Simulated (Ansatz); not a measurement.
# SnSe2: how the settings move a single-point run

How sensitive is a single-point run of SnSe2 to its settings? A reference run comes first, then one run with altered input. The cell is built on a prototype (3R-MoS2 type) and needn't be the phase found in nature.

Computed with Ansatz 0.2.0 (reference: DFT, PBE, plane waves, PAW, unless a step's input says otherwise).

2 further runs of the same task are left out: 2 that didn't finish.

**1. The system as given**

Symmetry: R3m, No. 160, trigonal system. The conventional cell has a = 3.790 Å, b = 3.790 Å, c = 18.081 Å, α = 90.00°, β = 90.00°, γ = 120.00°. Sn (site symmetry 3m) is surrounded by 6 Se at 2.77 to 2.78 Å. Around Se (site symmetry 3m) lie 3 Sn at 2.78 Å. Around Se (site symmetry 3m) lie 3 Sn at 2.77 Å.

Coordinates:

```
Sn Se
1.0
     1.89501    1.09409    6.02691
    -1.89501    1.09409    6.02691
     0.00000   -2.18817    6.02691
Sn Se
1 2
Direct
  0.99977 0.99977 0.99977
  0.42787 0.42787 0.42787
  0.23902 0.23902 0.23902
```

**2. The reference run**

Input file input.yaml:

```yaml
crystal:
  lattice:
    - [1.8950116508, 1.0940854867, 6.0269119653]
    - [-1.8950116508, 1.0940854867, 6.0269119653]
    - [0.0, -2.1881709734, 6.0269119653]
  atoms:
    - { symbol: Sn, position: [-0.0002292479, -0.0002292479, -0.0002292479] }
    - { symbol: Se, position: [0.4278747019, 0.4278747019, 0.4278747019] }
    - { symbol: Se, position: [0.2390212127, 0.2390212127, 0.2390212127] }
kpoints:
  mp_grid: { grid: [6, 6, 6] }
hamiltonian:
  xc: pbe
scf:
  occupations: { method: fermi_dirac, width: 0.02 }
  n_extra_bands: 4
output:
  forces: true
  stress: true
  eigenvalues: true
  write_density: true
  write_potential: true
  elf: true
  volumetric_format: npy
```

Launch:

```console
$ ansatz run input.yaml --threads 4 --pin off --max-ram 3686MiB --backend cpu --events-out ev --progress --plain --runs-dir out
```

**3. Changed: xc mr2scan**

input.yaml: that of step 2 with these lines changed.

```diff
@@ -12,3 +12,3 @@
 hamiltonian:
-  xc: pbe
+  xc: mr2scan
 scf:
@@ -20,5 +20 @@
   eigenvalues: true
-  write_density: true
-  write_potential: true
-  elf: true
-  volumetric_format: npy
```

**Question.** What will these runs give? Wanted: for each run, ending; energy change; pressure; gap; force.

**Answer**, as computed:

| run | ending | energy change | pressure (GPa) | gap (eV) | force (eV/Å) | cycles | time |
| --- | --- | --- | --- | --- | --- | --- | --- |
| reference | converged | - | 2.7 | 0.00 | 0.31 | 6 | 1.9 s |
| 1: xc mr2scan | converged | not comparable | 1.0 | 0.00 | 0.06 | 6 | 3.8 s |

Times don't compare one to one where runs were asked for different outputs or read a saved state (see the inputs); cycles may leave out searches for a lower state.

Residual by cycle in the longest SCF loop of each run; runs are numbered as in the table. The quantity is the density residual dr2, in eV.

| cycle | reference | run 1 |
| --- | --- | --- |
| 1 | 0.0125 | 0.105 |
| 2 | 0.00185 | 0.0128 |
| 3 | 1.5e-4 | 8.6e-4 |
| 4 | 3.3e-6 | 2.0e-5 |
| 5 | 2.1e-7 | 7.2e-6 |
| 6 | 1.6e-8 | 3.4e-8 |

What this shows: A change of functional puts the total energy on another scale; the pressure goes from 2.7 to 1.0 GPa and the largest force goes from 0.31 to 0.06 eV/Å. At this fixed cell a lower pressure means that this functional prefers a smaller volume than the reference. Semilocal functionals close small gaps, so the missing gap need not be the real solid's.
